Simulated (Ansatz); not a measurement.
The system is TiO2.

```
Ti O
1.0
    -2.97316    3.28737    3.28740
     2.97316   -3.28737    3.28740
     2.97316    3.28737   -3.28740
Ti O
4 8
Cartesian
  1.4866 -1.6437 1.6437
  1.4866 1.6437 -1.6437
  0.0000 1.6437 1.6124
  2.9732 1.6437 1.6750
  1.4875 1.6437 2.9263
  1.4857 4.9311 -0.3611
  0.0000 0.3609 4.9286
  2.9732 -0.3609 1.6412
  0.0000 3.6483 1.6462
  1.4875 -1.6437 3.6485
  2.9732 2.9264 -1.6412
  1.4857 1.6437 0.3611
```

The cell is a database's computed one.

Base run:

```yaml
Program: Ansatz 0.2.0
Functional: PBE
Potentials_or_basis: Ansatz PAW
Cutoff: 350 eV
Density_cutoff: 1400 eV
k_mesh: 6 × 6 × 6
Occupations: fermi-dirac, width 0.05 eV
Spin: no spin polarisation
```

Its results: band gap on the k mesh 1.83 eV; pressure -1.2 GPa; largest force 0.076 eV/Å.

Q: The run is repeated on the same cell with these changes: cutoff from 350 eV to 420 eV (not typed: the program's choice for these potentials); hubbard terms from none to Ti d U = 3 eV; hubbard projectors from none to ortho-atomic (the default). What comes out?

A: Band gap on the k mesh 2.15 eV; pressure 1.1 GPa; largest force 0.089 eV/Å.

Caveats: the pressure holds a Pulay correction of +8.7 GPa for the finite cutoff (some runs); the cutoff lies under the one recommended for these potentials (some runs).
